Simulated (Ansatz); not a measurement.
# CaO under changes of volume

One of the cells (13.886 Å³/atom); the others are scaled copies at fixed shape and fractional positions:

```
Ca O
1.0
     0.00000    2.40356    2.40356
     2.40356    0.00000    2.40356
     2.40356    2.40356    0.00000
Ca O
1 1
Direct
  0.00000 0.00000 0.00000
  0.50000 0.50000 0.50000
```

The cell is a database's computed one.

* Program: Ansatz 0.2.0
* Functional: BLYP
* Potentials or basis: Ansatz PAW
* Cutoff: 420 eV (not typed: the program's choice for these potentials)
* k mesh: 10 × 10 × 10
* Occupations: fermi-dirac, width 0.05 eV
* Spin: no spin polarisation

| volume (Å³/atom) | energy over the lowest point (meV/atom) | pressure (GPa) |
| --- | --- | --- |
| 13.052 | ? | ? |
| 13.330 | 31.18 | 9.7 |
| 13.608 | 16.86 | 6.9 |
| 13.886 | 7.18 | 4.3 |
| 14.163 | 1.75 | 2.0 |
| 14.441 | 0.00 | 0.0 |
| 14.719 | 1.63 | -1.9 |

Task: What does the run at 13.052 Å³/atom give?

Result: Energy over the lowest point 50.52 meV/atom; pressure 12.8 GPa.

Worked out: A Birch-Murnaghan fit of order 3 (a polynomial in V^(-2/3)) to the other rows has its minimum at 14.44 Å³/atom with B0 = V·E''(V) = 101 GPa and B' = 4.7. It gives 50.74 meV/atom at 13.052 Å³/atom, against the run's 50.52, and -dE/dV = 12.9 GPa, against 12.8.

Energies are extrapolated to zero smearing.

Caveats: the PAW data sets come from PBE, with cores solved anew for the run's functional, which leaves a small shift of forces and pressure.
